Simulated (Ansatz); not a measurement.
# Sb in Ansatz: the effect of functional

Crystal: Sb.

```xyz
1
Lattice="-1.8588 1.8588 1.8588 1.8588 -1.8588 1.8588 1.8588 1.8588 -1.8588" Properties=species:S:1:pos:R:3 pbc="T T T"
Sb    0.0000    0.0000    0.0000
```

This isn't the form of Sb at room conditions, which is rhombohedral.

The cell isn't the ideal one: volume scaled by 0.98.

Alike in all runs:

```yaml
Program: Ansatz 0.2.0
Task: single point
Potentials_or_basis: Ansatz PAW
k_mesh: 10 × 10 × 10
Occupations: fermi-dirac, width 0.05 eV
Spin: no spin polarisation
```

```csv
functional,cutoff,pressure (GPa)
LDA,420 eV (not typed: the program's choice for these potentials),?
PBEsol,420 eV (not typed: the program's choice for these potentials),1.4
r2SCAN,500 eV (not typed: the program's choice for these potentials),4.0
```

What does the run with functional LDA give?

Pressure 0.1 GPa.

Caveats: the PAW data sets come from PBE, with cores solved anew for the run's functional, which leaves a small shift of forces and pressure.

Runs at the PBE level aren't shown here.
